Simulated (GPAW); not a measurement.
# ZnSe (Stilleite) (F-43m) in GPAW: settings compared, part 2 of 3

GPAW 26.7.0. The steps go on from the part before.

## Step 3: Ts, RPBE+TS

Contents of run.py:

```python
from ase.calculators.vdwcorrection import vdWTkatchenko09prl
from ase.dft.bandgap import bandgap
from ase.io import read, write
from gpaw import GPAW
from gpaw.analyse.hirshfeld import HirshfeldPartitioning
from gpaw.analyse.vdwradii import vdWradii
from gpaw.mpi import world

atoms = read('ZnSe.xyz')

calc = GPAW(mode='lcao',
            h=0.16,
            basis='dzp',
            xc='RPBE',
            kpts={'size': (6, 6, 6), 'gamma': True},
            occupations={'name': 'fermi-dirac', 'width': 0.05},
            convergence={'density': 1e-05, 'energy': 1e-05},
            maxiter=150,
            legacy_gpaw=True,
            txt='gpaw.txt')
atoms.calc = calc
energy = atoms.get_potential_energy()
forces = atoms.get_forces()
calc.write('gs.gpw')
write('result.traj', atoms)
print(f'Energy: {energy:.6f} eV')
print('Forces (eV/A):')
print(forces.round(4))
print('Fermi level:', round(calc.get_fermi_level(), 4), 'eV')
print(f'Gap: {bandgap(calc)[0]:.4f} eV, direct: {bandgap(calc, direct=True)[0]:.4f} eV')

hirshfeld = HirshfeldPartitioning(calc)
print('Hirshfeld volume ratios:', *hirshfeld.get_effective_volume_ratios().round(4))
atoms.calc = vdWTkatchenko09prl(hirshfeld, vdWradii(atoms.get_chemical_symbols(), 'PBE', world=world), Rmax=15.0, txt='-')
total = atoms.get_potential_energy()
print(f'Energy with TS dispersion: {total:.6f} eV, dispersion {total - energy:.6f} eV')
print('Forces with TS dispersion:', *atoms.get_forces().round(5).ravel())
```

Contents of ZnSe.xyz:

```xyz
2
Lattice="0.0000000000 2.8338000000 2.8338000000 2.8338000000 0.0000000000 2.8338000000 2.8338000000 2.8338000000 0.0000000000" Properties=species:S:1:pos:R:3 pbc="T T T"
Se     4.2507000000      4.2507000000      4.2507000000
Zn     0.0000000000      0.0000000000      0.0000000000
```

Potentials or basis: the program's PAW data sets (release 1.2.1) made for this functional, lcao:dzp.

Run with:

```console
$ OMP_NUM_THREADS=1 python run.py
```

gpaw.txt:

```text
___ ___ ___ _ _ _
 |   |   |_  | | | |
 | | | | | . | | | |
 |__ |  _|___|_____|  26.7.0
 |___|_|

Input parameters:
  basis: dzp
  convergence: {density: 1e-05,
                energy: 1e-05}
  h: 0.16
  kpts: {gamma: True,
         size: (6, 6, 6)}
  maxiter: 150
  mode: lcao
  occupations: {name: fermi-dirac,
                width: 0.05}
  xc: RPBE

System changes: positions, numbers, cell, pbc, initial_charges, initial_magmoms

Initialize ...

species:
  Se:
    name:    Selenium
    Z:       34.0
    valence: 6
    core:    28
    charge:  0.0  # [|e|]
    compensation charges:
      type: gauss
      rc: 0.27  # [Å]
      lmax: 2
    cutoffs:
      filter: 1.77  # [Å]
      core: 2.67  # [Å]
    projectors
    | kind |    occ | energy [eV] | rcut [Å] |
    |------|--------|-------------|----------|
    |   4s |  2.000 |     -17.221 |    0.847 |
    |   4p |  4.000 |      -6.481 |    1.005 |
    |    s |        |       9.991 |    0.847 |
    |    p |        |      20.730 |    1.005 |
    |    d |        |       0.000 |    0.847 |

    LCAO basis set for Se:
      Name: dzp
      File: <dir>
      Number of radial functions: 5
      Number of spherical harmonics: 13
        l=0, rc=5.7344 Bohr: 4s-sz confined orbital
        l=1, rc=7.2656 Bohr: 4p-sz confined orbital
        l=0, rc=3.1875 Bohr: 4s-dz split-valence wave
        l=1, rc=4.2188 Bohr: 4p-dz split-valence wave
        l=2, rc=7.2656 Bohr: d-type Gaussian polarization
      Number of RI-basis functions 0

  Zn:
    name:    Zinc
    Z:       30.0
    valence: 12
    core:    18
    charge:  0.0  # [|e|]
    compensation charges:
[... 91 lines left out ...]

Density mixing:
  Method: separate
  Backend: msr1
  Linear mixing parameter: 0.05
  old densities: 10
  Width of damping distribution: 1.1
  Damping of long wavelength oscillations: 20

Hamiltonian:
  XC and Coulomb potentials evaluated on a 40*40*40 grid
  Using the RPBE Exchange-Correlation functional
  Interpolation: tri-quintic (5. degree polynomial)
  Poisson solver: FastPoissonSolver using
    Stencil: 12*3+1=37 point O(h^6) finite-difference Laplacian
    FFT axes: [np.int64(0), np.int64(1), np.int64(2)]
    FST axes: []

XC parameters: RPBE with 2 nearest neighbor stencil

Number of atoms: 2
Number of atomic orbitals: 34
Number of bands in calculation: 13
Number of valence electrons: 18
Bands to converge: occupied

... initialized

Initializing position-dependent things.

Density initialized from atomic densities

                    Se

       Zn

Atomic positions and initial magnetic moments

Positions:
   0 Se     4.250700    4.250700    4.250700    ( 0.0000,  0.0000,  0.0000)
   1 Zn     0.000000    0.000000    0.000000    ( 0.0000,  0.0000,  0.0000)

Unit cell:
           periodic     x           y           z      points  spacing
  1. axis:    yes    0.000000    2.833800    2.833800    20     0.1636
  2. axis:    yes    2.833800    0.000000    2.833800    20     0.1636
  3. axis:    yes    2.833800    2.833800    0.000000    20     0.1636

  Lengths:   4.007598   4.007598   4.007598
  Angles:   60.000000  60.000000  60.000000

Effective grid spacing dv^(1/3) = 0.1785

iter:   1    -4.811092        c
iter:   2    -4.780046        c -1.36
iter:   3    -4.708321        c -1.39
iter:   4    -4.708943        c -2.09
iter:   5    -4.708910        c -2.99
iter:   6    -4.708910c       c -3.37
iter:   7    -4.708909c       c -3.90
iter:   8    -4.708909c       c -5.03c

Converged after 8 iterations.

Dipole moment: (3.203753, 3.203753, 3.203753) |e|*Ang

Energy contributions relative to reference atoms: (reference = -114977.003845)

Kinetic:        +16.200927
Potential:      -13.404677
External:        +0.000000
XC:              -7.642366
Entropy (-ST):   -0.000000
Local:           +0.137207
SIC:             +0.000000
--------------------------
Free energy:     -4.708909
Extrapolated:    -4.708909

Showing only first 2 kpts
 Kpt  Band  Eigenvalues  Occupancy
  0     7      4.07583    2.00000
  0     8      4.07583    2.00000
  0     9      5.49637    0.00000
  0    10      9.96058    0.00000

  1     7      3.37229    2.00000
  1     8      3.37294    2.00000
  1     9      7.46589    0.00000
  1    10      8.88950    0.00000

Fermi level: 4.81421

Gap: 1.421 eV
Transition (v -> c):
  (s=0, k=0, n=8, [0.00, 0.00, 0.00]) -> (s=0, k=0, n=9, [0.00, 0.00, 0.00])
No difference between direct/indirect transitions

Forces in eV/Ang:
  0 Se   -0.00000    0.00000    0.00000
  1 Zn    0.00000    0.00000   -0.00000

Writing to gs.gpw (mode='')
```

stdout:

```text
Energy: -4.708909 eV
Forces (eV/A):
[[-0.  0.  0.]
 [ 0.  0. -0.]]
Fermi level: 4.8142 eV
Gap: 1.4205 eV, direct: 1.4205 eV
Hirshfeld volume ratios: 1.0127 1.0073

vdWTkatchenko09prl
vdW correction: -1.89305609301937
Energy:         -6.601965448757571

Forces in eV/Ang:
  0 Se   -0.00000    0.00000   -0.00000
  1 Zn    0.00000   -0.00000    0.00000
Energy with TS dispersion: -6.601965 eV, dispersion -1.893056 eV
Forces with TS dispersion: -0.0 0.0 -0.0 0.0 -0.0 0.0
```

Wall time 56 s (1 thread of Intel Xeon Platinum 8488C (Sapphire Rapids), shared host); peak memory 0.23 GiB.

What came out:

- Free energy: -6.6020 eV
- Band gap on the k mesh: 1.42 eV, direct
- Dispersion energy per atom: -0.947 eV

Levels at points of the mesh, in eV from the valence-band top:
```tsv
k point	band 5	band 6	band 7	band 8	band 9	band 10	band 11	band 12	band 13
(0.00, 0.00, 0.00)	-6.11	-6.11	0.00	0.00	0.00	1.42	5.88	5.89	5.89
(0.50, 0.50, 0.00)	-6.06	-5.96	-4.75	-2.23	-2.23	3.27	3.77	11.34	11.59
(0.50, 0.50, 0.50)	-6.11	-5.98	-5.25	-0.89	-0.89	2.69	6.64	6.64	9.13
```

Caveat: the real-space grid adds noise to forces; the basis of atomic orbitals isn't converged, which shifts pressures, moduli and gaps.

## Step 4: Phonons, vdW-DF2

Contents of run.py:

```python
import json
import numpy as np
from ase import Atoms
from ase.constraints import FixSymmetry
from ase.io import read, write
from ase.optimize import BFGS
from phonopy import Phonopy
from phonopy.structure.atoms import PhonopyAtoms
from gpaw import GPAW, PW

atoms = read('POSCAR')

calc = GPAW(mode=PW(510),
            xc={'name': 'vdW-DF2', 'backend': 'libvdwxc'},
            kpts={'size': (8, 8, 8), 'gamma': True},
            occupations={'name': 'fermi-dirac', 'width': 0.05},
            nbands=18,
            convergence={'density': 1e-06, 'eigenstates': 1e-09},
            maxiter=150,
            txt='gpaw.txt')
atoms.calc = calc
atoms.set_constraint(FixSymmetry(atoms))
BFGS(atoms, trajectory='relax.traj', logfile='-').run(fmax=0.005, steps=40)
atoms.set_constraint()
energy = atoms.get_potential_energy()
forces = atoms.get_forces()
calc.write('gs.gpw')
write('result.traj', atoms)
print('Cell:', atoms.cell.cellpar().round(4))
print(atoms.get_scaled_positions().round(5))

def force_constants(scale):
    unit = PhonopyAtoms(symbols=atoms.get_chemical_symbols(), cell=atoms.cell[:] * scale**(1 / 3),
                        scaled_positions=atoms.get_scaled_positions())
    ph = Phonopy(unit, supercell_matrix=np.diag([1, 1, 1]), primitive_matrix=np.eye(3), symprec=1e-4)
    ph.generate_displacements(distance=0.01)
    forces = []
    for i, sc in enumerate(ph.supercells_with_displacements):
        a = Atoms(sc.symbols, cell=sc.cell, scaled_positions=sc.scaled_positions, pbc=True)
        c = GPAW(mode=PW(510),
                 xc={'name': 'vdW-DF2', 'backend': 'libvdwxc'},
                 kpts={'size': (8, 8, 8), 'gamma': True},
                 occupations={'name': 'fermi-dirac', 'width': 0.05},
                 nbands=18,
                 convergence={'density': 1e-06, 'eigenstates': 1e-09},
                 maxiter=150,
                 txt=f'disp-{scale:.3f}-{i:02d}.txt')
        a.calc = c
        f = a.get_forces()
        forces.append(f - f.mean(axis=0))
        print(f'displacement {i}: drift', f.mean(axis=0).round(5), flush=True)
    ph.forces = forces
    ph.produce_force_constants()
    ph.symmetrize_force_constants()
    return ph

qpoints = [[0.0, 0.0, 0.0]]
results = {}
for scale in [1.0]:
    ph = force_constants(scale)
    ph.run_qpoints(qpoints)
    nu = ph.qpoints.frequencies * 33.35641  # THz to cm^-1
    results[f'{scale:.3f}'] = nu.tolist()
    for qp, f in zip(qpoints, nu):
        print(scale, np.round(qp, 4), f.round(2))
json.dump(results, open('phonons.json', 'w'))
```

Contents of POSCAR:

```
ZnSe
1.0
    0.0000000000      2.8338000000      2.8338000000
    2.8338000000      0.0000000000      2.8338000000
    2.8338000000      2.8338000000      0.0000000000
Se Zn
1 1
Direct
    0.7500000000      0.7500000000      0.7500000000
    0.0000000000      0.0000000000      0.0000000000
```

Potentials or basis: GPAW PAW data sets (gpaw-data 1.2.1), pw.

Run with:

```console
$ OMP_NUM_THREADS=1 python run.py
```

gpaw.txt:

```text
__  _  _
 | _ |_)|_||  |
 |__||  | ||/\| - 26.7.0

Input parameters:
  mode=PW(ecut=510.0),
  convergence={'density': 1e-06, 'eigenstates': 1e-09},
  kpts=MonkhorstPack(size=(8, 8, 8), gamma=True),
  maxiter=150,
  nbands=18,
  occupations=Occupations(name='fermi-dirac', width=0.05),
  xc=XC(name='vdW-DF2', backend='libvdwxc')

Diagonalizing LCAO Hamiltonian
Converting LCAO to pw mode

                    Se

       Zn

Atoms  # Å, Bohr magnetons
|   | symbol |        x |        y |        z |    initial magnetic moments |
|---|--------|----------|----------|----------|-----------------------------|
| 0 |     Se | 4.250700 | 4.250700 | 4.250700 | ( 0.0000,  0.0000,  0.0000) |
| 1 |     Zn | 0.000000 | 0.000000 | 0.000000 | ( 0.0000,  0.0000,  0.0000) |

Unit cell  # Å
| periodic |        x |        y |        z |  lengths |    angles |
|----------|----------|----------|----------|----------|-----------|
|      yes | 0.000000 | 2.833800 | 2.833800 | 4.007598 | 60.000000 |
|      yes | 2.833800 | 0.000000 | 2.833800 | 4.007598 | 60.000000 |
[... 177 lines left out ...]
|iter:   9| | -139.324414c| -6.99 | -4.49 |
|iter:  10| | -139.324414c| -9.10c| -5.50 |
|iter:  11| | -139.324414c|-10.12c| -5.90 |
|iter:  12| | -139.324414c|-11.32c| -6.91c|

Converged in 12 steps
Energy contributions relative to reference atoms: (reference = -114964.858784)

Energy contributions:
  Kinetic:          24.157568
  Coulomb:         -21.377906
  Zero:              0.052950
  External:          0.000000
  Xc:             -142.157027
  Entropy:          -0.000000
  Spinorbit:         0.000000
  ----------------------------
  Free energy:    -139.324414
  Extrapolated:   -139.324414

dipole moment: (-7.085407, -7.085407, -7.085407)  # |e|*Ang

Fermi level: 4.545
Eigenvalues  # (at kpt = [0.000, 0.000, 0.000])
| band index |      eig [eV] | occ [0-2] |
|------------|---------------|-----------|
|          0 |        -9.369 |     2.000 |
|          1 |        -2.851 |     2.000 |
|          2 |        -2.851 |     2.000 |
|          3 |        -2.851 |     2.000 |
|          4 |        -2.513 |     2.000 |
|          5 |        -2.513 |     2.000 |
[... 10 lines left out ...]
|         16 |        17.035 |     0.000 |
|         17 |        17.035 |     0.000 |

Gap: 1.181 eV
Transition (v -> c):
  (s=0, k=0, n=8, [0.00, 0.00, 0.00]) -> (s=0, k=0, n=9, [0.00, 0.00, 0.00])
No difference between direct/indirect transitions

Forces  # eV/Ang
|       x |       y |       z |
|---------|---------|---------|
| 0.00000 | 0.00000 | 0.00000 |  # Se   0
| 0.00000 | 0.00000 | 0.00000 |  # Zn   1

# Writing to gs.gpw (mode='')
```

Wall time 2.1 min (1 thread of Intel Xeon Platinum 8488C (Sapphire Rapids), shared host); peak memory 0.43 GiB.

Results:

- Free energy: -139.3244 eV
- Band gap on the k mesh: 1.18 eV, direct
- Highest phonon frequency at Γ, LO-TO splitting left out: 213 cm⁻¹

Final structure:
```
CELL_PARAMETERS angstrom
0.00000 2.83380 2.83380
2.83380 0.00000 2.83380
2.83380 2.83380 0.00000
ATOMIC_POSITIONS crystal
Se 0.75000 0.75000 0.75000
Zn 0.00000 0.00000 0.00000
```

Phonon frequencies in cm⁻¹ (negative: imaginary):
| q point | frequencies |
| --- | --- |
| (0.000, 0.000, 0.000) | 0 0 0 213 213 213 |

Caveat: the cutoff is short for stress and forces, so pressures can be off by a GPa or more; the LO-TO splitting is left out; the PAW data sets were made with another functional, which shifts forces and pressure a little.

(Part 2 of 3 ends here.)
